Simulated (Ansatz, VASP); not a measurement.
**Two plane-wave programs on Ag**

```
CELL_PARAMETERS angstrom
2.93251 0.00000 0.00000
0.00000 2.93251 0.00000
0.00000 0.00000 21.06486
ATOMIC_POSITIONS crystal
Ag 0.50000 0.50000 0.18989
Ag 0.00000 0.00000 0.28638
Ag 0.50000 0.50000 0.38286
```

Alike in both runs: task single point; functional PBE; k mesh 9 × 9 × 1; occupations gaussian, width 0.1 eV; no spin polarisation.

|  | VASP | Ansatz |
| --- | --- | --- |
| version | VASP 6.6.1 | Ansatz 0.2.0 |
| potentials or method | VASP PAW PBE potentials, release 64 (Ag) | scalar-relativistic, plane waves, PAW |
| plane-wave cutoff (eV) | 520 | 420 |
| valence electrons in the cell | 33 | 57 |

Ansatz gave:

* gap on the k mesh at the Fermi level (eV): none
* rms of the force components (eV/Å): 0.010
* work function, face that differs most (eV): 4.33

Q: What did VASP give for the same quantities?

A: gap on the k mesh at the Fermi level (eV): none; rms of the force components (eV/Å): 0.008; work function, face that differs most (eV): 4.32.

Atom by atom the forces differ by 0.002 eV/Å (rms over components). A gap of «none» marks a metal or a gap that the smearing closes. The two sets of potentials don't hold the same shells in valence.
